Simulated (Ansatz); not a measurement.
# A series in volume scale on NbC

Periodic Kohn-Sham DFT of a crystal at fixed atoms, scaled to volume_scale times the given cell; pressure positive in compression, energy less spherical unpolarised free atoms, largest_vzz the field gradient of largest size among the nuclei. The results are calculated, by Ansatz 0.2.0.

The cell before it is scaled or strained (space group Fm-3m, No. 225):
```
CELL_PARAMETERS angstrom
0.00000 2.20000 2.20000
2.20000 0.00000 2.20000
2.20000 2.20000 0.00000
ATOMIC_POSITIONS crystal
Nb 0.00000 0.00000 0.00000
C 0.50000 0.50000 0.50000
```

Settings of every row: method all-electron PAW; functional PBE; relativity scalar; k mesh 14x14x14; filling fermi-dirac; smearing width 0.08 eV; nucleus gaussian.

Atom start moment: 0 on all atoms.

| row | volume scale | V (Å³/atom) | pressure (GPa) |
| --- | --- | --- | --- |
| 1 | 0.94 | 10.009 | 46.005 |
| 2 | 0.9405 | 10.014 | 45.75 |
| 3 | 0.96 | 10.222 | 36.267 |
| 4 | 0.98 | 10.435 | 27.455 |
| 5 | 0.99 | 10.542 | 23.364 |
| 6 | 1 | 10.648 | ? |
| 7 | 1.01 | 10.754 | 15.771 |
| 8 | 1.02 | 10.861 | 12.246 |
| 9 | 1.04 | 11.074 | 5.702 |
| 10 | 1.06 | 11.287 | -0.228 |

Question: what pressure should row 6 give?

Worked fit of pressure. Take u = (V_r/V)^(2/3) − 1 with V_r = 10.542 Å³ an atom, which is twice the finite (Eulerian) strain; such expansions in the strain, on which the Birch-Murnaghan equation of state is built, carry the rest volume and the bulk modulus. The shown rows have u = 0.03519, 0.03485, 0.02076, 0.00682, 0, -0.01319, -0.01968, -0.03229, -0.0445. Least squares give pressure = 23.3544 + 593.092 × u + 1425.02 × u² GPa; a straight line predicts inner rows, each left out in turn, worse (root mean square 0.92 against 0.014 GPa). The rows lie off it by 0.015, -0.004, -0.014, -0.011, 0.010, -0.008, 0.012, 0.013, -0.012 (root mean square 0.011 GPa). The pressure vanishes at u = -0.0440, or V = 11.28 Å³ an atom, and there the bulk modulus at fixed shape and fractions is B = −V dP/dV = (2/3)(1 + u) dP/du = 298 GPa. The withheld row has u = -0.00665, so the fit gives 23.3544 + 593.092 × (-0.00665) + 1425.02 × (-0.00665)² = 19.473 GPa.

The calculation gave 19.474 GPa. The fit lies 0.001 GPa (0.0022 % of the column's range) below it, one unit of the last digit.
